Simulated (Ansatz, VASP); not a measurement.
P in VASP and in Ansatz

```xyz
2
Lattice="1.7000 0.9815 2.7800 -1.7000 0.9815 2.7800 0.0000 -1.9629 2.7800" Properties=species:S:1:pos:R:3 pbc="T T T"
P     0.0000    0.0000    2.0072
P     0.0000    0.0000    6.3327
```

Alike in both runs: functional PBE; dispersion D3(BJ); k mesh 15 × 15 × 15; occupations gaussian, width 0.1 eV; no spin polarisation.

Ansatz relaxed the structure, and its values are those at the end. VASP's run is a single point on that final structure, the one shown.

|  | VASP | Ansatz |
| --- | --- | --- |
| version | VASP 6.6.1 | Ansatz 0.2.0 |
| potentials or method | VASP PAW PBE potentials, release 64 (P) | scalar-relativistic, plane waves, PAW |
| plane-wave cutoff (eV) | 520 | 420 |
| valence electrons in the cell | 10 | 10 |

```csv
,VASP,Ansatz,Ansatz less VASP
gap on the k mesh at the Fermi level (eV),none,none,-
pressure (GPa),2.0,2.4,+0.34
rms of the force components (eV/Å),0.013,0.004,-0.0089
```

A gap of «none» marks a metal or a gap that the smearing closes.

Caveats: pairwise dispersion overbinds metals, which lowers pressure and volume.
